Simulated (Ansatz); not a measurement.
# Ba: energy along a strain

Ba, Im-3m, a = 5.000 Å (as given, not relaxed at this level: 0.1 GPa). Ansatz: PBE, PAW, 420 eV, Γ-centred 14×14×14 mesh on 1 atom, Gaussian smearing 0.15 eV; no spin polarisation. Cell vectors (Å): -2.500 2.500 2.500; 2.500 -2.500 2.500; 2.500 2.500 -2.500. The cell is strained by x per cent times the pattern (1 -1 0 0 0 0) in the order xx yy zz yz xz xy (engineering shears), with fractional coordinates held. y is the free energy over the start, V0 = 62.500 Å³/atom. Symmetry makes y even in x. Points with a strain past 8.5 % were computed too (2) and aren't used here.

| x (%) | y (meV/atom) |
| --- | --- |
| -5.00 | 4.77 |
| 0.00 | 0.00 |
| 1.25 | 0.30 |
| 2.50 | 1.19 |
| 3.75 | 2.68 |
| 6.25 | 7.48 |
| 7.50 | ? |

Problem. Fit y = c2 x² + c4 x⁴ to the other rows, get the stiffness along the pattern, and predict the missing energy.

Solution. Least squares on the rows shown. y = 0.1899 x² + 3.944×10⁻⁵ x⁴. The clamped-ion stiffness p·C·p = 2 × 1.899 eV × 160.2 / 62.500 Å³ = 9.7 GPa. At x = 7.50 the fit asked for gives 10.81 meV/atom. The run gave 10.85 meV/atom, so the fit is 0.04 meV/atom too low, a small miss on the scale of the series.